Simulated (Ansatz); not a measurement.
# How the vibrations of SiO2 change with volume

Computed with Ansatz, DFT PBE, scalar-relativistic, plane waves, PAW. Settings: 420 eV plane-wave cutoff, Γ-centred 6×6×6 mesh, fixed occupations. No spin polarisation. Phonons by linear response, acoustic sum rule imposed.

Relaxed structure:
```cif
data_structure
_symmetry_space_group_name_H-M 'I-42d'
_symmetry_Int_Tables_number 122
_cell_length_a 5.0298
_cell_length_b 5.0298
_cell_length_c 7.3761
_cell_angle_alpha 90.000
_cell_angle_beta 90.000
_cell_angle_gamma 90.000
_cell_volume 186.60
loop_
_atom_site_label
_atom_site_type_symbol
_atom_site_symmetry_multiplicity
_atom_site_Wyckoff_symbol
_atom_site_fract_x
_atom_site_fract_y
_atom_site_fract_z
_atom_site_occupancy
Si1 Si 4 a 0.00000 0.00000 0.00000 1
O1 O 8 d 0.25000 0.59165 0.37500 1
```

Cells at 0.98 and 1.02 times the equilibrium volume were relaxed in shape and atoms; γ = −d ln ν / d ln V, modes matched by rank.

Question: Give the optical frequencies at Γ without the LO field (cm⁻¹) at the three volumes and the mode Grüneisen parameters.

Answer:
| 0.98 V | V | 1.02 V | γ | degeneracy |
| --- | --- | --- | --- | --- |
| 137 | 128 | 119 | 3.53 | 2 |
| 322 | 300 | 276 | 3.85 | 1 |
| 354 | 353 | 351 | 0.20 | 1 |
| 412 | 405 | 397 | 0.93 | 1 |
| 421 | 419 | 418 | 0.16 | 1 |
| 444 | 441 | 437 | 0.39 | 2 |
| 743 | 739 | 735 | 0.27 | 1 |
| 757 | 751 | 746 | 0.37 | 2 |
| 1032 | 1035 | 1036 | -0.10 | 1 |
| 1043 | 1043 | 1044 | -0.03 | 2 |
| 1087 | 1093 | 1100 | -0.29 | 1 |

Question: What pressures hold the two strained cells, and what bulk modulus follows?

Answer: 0.50 GPa at 0.98 V and -0.46 GPa at 1.02 V, so B = −dP/d ln V ≈ 24 GPa.

Question: How does the gap respond?

Answer: It is 5.80, 5.73 and 5.66 eV at 0.98, 1 and 1.02 V: dE_g/d ln V = -3.4 eV.

Question: And the dielectric constants (a third of the trace)?

Answer: ε∞: 2.24, 2.21, 2.19; ε0: 4.0, 3.9, 3.9, in order of rising volume.

This form isn't the usual stable structure of the compound.